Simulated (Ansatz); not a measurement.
## Structures of PbSe: which is lowest?

Plane-wave DFT in Ansatz with scalar-relativistic PAW potentials, cutoff 420 eV, Γ-centred meshes chosen by cell and gap, Gaussian smearing with energies taken to zero width. Every cell was relaxed (cell and atoms) in a run of its own, within the symmetry of its start. Functional: PBEsol.

Relaxed structures (starts from databases or built by putting these elements on another compound's sites):
A. P-6m2, 2 atoms in the computed cell, a = 4.129 Å, c = 3.880 Å; sites (symmetry × multiplicity) Pb -6m2 × 1, Se -6m2 × 1; start: built
B. Fm-3m, 2 atoms in the computed cell, a = 6.103 Å; sites (symmetry × multiplicity) Pb m-3m × 4, Se m-3m × 4; start: database

Question: Rank them by energy. Could pressure change the order?

Answer:
```csv
structure,group,E − E(lowest) (meV/atom),V (Å³/atom),gap on mesh (eV)
B,Fm-3m,0.0,28.42,0.17
A,P-6m2,116,28.64,0.00
```

B is lowest, 116 meV/atom under A. The lowest is also the densest of these, so pressure wouldn't bring one of the others in at first order. Other structures may lie lower than all of these, and vibrations aren't counted.

Spin-orbit coupling is left out, which matters for the bands of heavy elements. For Tl, Pb and Bi spin-orbit coupling shifts energies too.